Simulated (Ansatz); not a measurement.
Take a crystal in which Sb has been replaced by P on all its sites, with the cell rescaled by a rough guess (in some cases also distorted within its space group) and nothing relaxed:

```cif
data_structure
_symmetry_space_group_name_H-M 'P 1'
_symmetry_Int_Tables_number 1
_cell_length_a 2.9479
_cell_length_b 2.9479
_cell_length_c 2.9479
_cell_angle_alpha 126.634
_cell_angle_beta 126.634
_cell_angle_gamma 78.849
_cell_volume 15.96
loop_
_atom_site_label
_atom_site_type_symbol
_atom_site_fract_x
_atom_site_fract_y
_atom_site_fract_z
_atom_site_occupancy
P1 P 0.00000 0.00000 0.00000 1
```

All numbers below come from Ansatz 0.2.0, DFT PBEsol, scalar-relativistic, plane waves, PAW.

Settings: cutoff 420 eV, Γ-centred mesh 22×22×22 on the computed 1-atom cell, Gaussian smearing of 0.10 eV; no spin polarisation.

Q: What pressure does the cell carry?

A: The pressure is -10.8 GPa (positive in compression), so the cell would contract.

Q: Is it a metal on this mesh?

A: Yes, a band crosses the Fermi level.

This form isn't the element's structure at ambient conditions.